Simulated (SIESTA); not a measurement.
The system is CuO (Tenorite).

```xyz
4
Lattice="2.3418 -1.7113 0.0000 2.3418 1.7113 0.0000 -0.8500 0.0000 5.0579" Properties=species:S:1:pos:R:3 pbc="T T T"
Cu    0.7459   -0.8557    2.5289
Cu    1.1709    0.8557    0.0000
O     1.7043    0.2793    3.7934
O     2.1293   -0.2793    1.2645
```

Base run:

* Program: SIESTA 5.4.2
* Functional: BLYP
* Potentials or basis: PseudoDojo 0.4 standard (PBE files)
* Basis: DZP (energy shift 0.003 Ry; two zetas on semicore shells)
* Grid cutoff: 800 Ry
* Energy shift: 0.003 Ry
* k mesh: 10 × 10 × 5
* Occupations: fermi-dirac, width 0.05 eV
* Spin: no spin polarisation

Its results: band gap on the k mesh none (metal or under the smearing width); pressure 13.6 GPa; largest force 0.076 eV/Å.

**Question.** The run is repeated on the same cell with these changes: functional from BLYP to vdW-DF-cx. What comes out?

**Answer.** Band gap on the k mesh none (metal or under the smearing width); pressure 0.9 GPa; largest force 0.138 eV/Å.

Caveats: short orbitals over semicore shells can move pressures by several GPa; the potentials were made for another functional, which shifts forces and pressure; the basis of atomic orbitals isn't converged, which shifts pressures, moduli and gaps; the run has no spin polarisation, though such a crystal can be magnetic; semilocal functionals often make such compounds metallic where correlation or magnetic order opens a gap, which also shifts bond lengths.
